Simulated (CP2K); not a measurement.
Runs of CP2K 2026.2 on Cd. Symmetry: R-3m, No. 166, trigonal system. Conventional cell: a = 3.216 Å, b = 3.216 Å, c = 7.348 Å, α = 90.00°, β = 90.00°, γ = 120.00°. Cd (site symmetry -3m) is surrounded by 12 Cd at 3.07 to 3.22 Å. This isn't the form of Cd at room conditions, which is hcp.

| level | potentials or basis | cell | k mesh | smearing | NGRIDS | basis sets | potentials | k points reduced by the point group | cutoff of the non-local correlation (Ry) | gap on the mesh (eV) | pressure (GPa) |
| --- | --- | --- | --- | --- | --- | --- | --- | --- | --- | --- | --- |
| SG4 | GTH_POTENTIALS Cd GTH-PBE-q12; ccGRB-T basis | volume scaled by 1.25 | 9 × 9 × 9 | methfessel-paxton 0.1 eV | 4 | Cd ccGRB-T-q12 | Cd GTH-PBE-q12 of GTH_POTENTIALS | - | - | none | -7.5 |
| LDA-VWN | GTH_POTENTIALS Cd GTH-PADE-q12; DZVP-MOLOPT-SR-GTH basis | as given | 8 × 8 × 8 | fermi-dirac 0.05 eV | 5 | Cd DZVP-MOLOPT-SR-GTH-q12 | Cd GTH-PADE-q12 of GTH_POTENTIALS | yes | - | none | (a) |
| RPBE | GTH_POTENTIALS Cd GTH-PBE-q12; DZVP-MOLOPT-SR-GTH basis | as given | 8 × 8 × 8 | fermi-dirac 0.05 eV | 5 | Cd DZVP-MOLOPT-SR-GTH-q12 | Cd GTH-PBE-q12 of GTH_POTENTIALS | - | - | none | 5.0 |
| vdW-DF-cx | POTENTIAL_UZH Cd GTH-PBE-q12; ccGRB-D basis | volume scaled by 0.88 | 8 × 8 × 8 | fermi-dirac 0.1 eV | 4 | Cd ccGRB-D-q12 | Cd GTH-PBE-q12 of POTENTIAL_UZH | yes | 300 | none | 10.6 |
| RPBE | GTH_POTENTIALS Cd GTH-PBE-q12; DZVP-MOLOPT-SR-GTH basis | as given | 8 × 8 × 8 | fermi-dirac 0.05 eV | 5 | Cd DZVP-MOLOPT-SR-GTH-q12 | Cd GTH-PBE-q12 of GTH_POTENTIALS | yes | - | none | 5.0 |

Alike in all rows: task single point; no spin polarisation.

Problem. Fill in the values left out.

Solution. (a) -3.8.

Caveats: the basis of atomic orbitals isn't converged, which shifts pressures, moduli and gaps; the potentials were made for another functional, which shifts forces and pressure (some runs); the potentials were made for a functional far from this one (some runs).

A k mesh can miss the band edges, and the runs leave out spin-orbit coupling on Cd.

A gap of «none» marks a metal or a gap under the smearing width.
